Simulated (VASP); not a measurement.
TlBr, 2 atoms in the cell. The structure is cubic, space group Pm-3m (No. 221). Conventional cell: a = 3.979 Å, b = 3.979 Å, c = 3.979 Å, α = 90.00°, β = 90.00°, γ = 90.00°. Tl (site symmetry m-3m) is surrounded by 8 Br at 3.45 Å. Around Br (site symmetry m-3m) lie 8 Tl at 3.45 Å. 

| Item | Value |
| --- | --- |
| Program | VASP 6.6.1 |
| Task | single point |
| Functional | PBE |
| Dispersion | D3(BJ) |
| Potentials or basis | VASP PAW PBE potentials, release 64 (Tl_d, Br) |
| Cutoff | 520 eV |
| k mesh | 8 × 8 × 8 |
| Occupations | gaussian, width 0.02 eV |
| Spin | no spin polarisation |
| Dipole correction | no |
| Further INCAR settings | ALGO = Fast; EDIFF = 1e-06; NBANDS = 17 |

Potentials or basis: VASP PAW PBE potentials, release 64 (Tl_d, Br).

Command:

```sh
$ cat potpaw_PBE.64/Tl_d/POTCAR potpaw_PBE.64/Br/POTCAR > POTCAR
$ mpirun -np 1 vasp_std > vasp.out
```

Hardware: 1 thread of Intel(R) Xeon(R) Platinum 8488C (Sapphire Rapids), with other jobs on the host.

Problem. How long does it take, and how much memory?

Solution. Run time: 28 s on 1 thread of Intel(R) Xeon(R) Platinum 8488C (Sapphire Rapids), on a shared host, peak memory 0.19 GiB. Counts: scf iterations 13, k points 35.
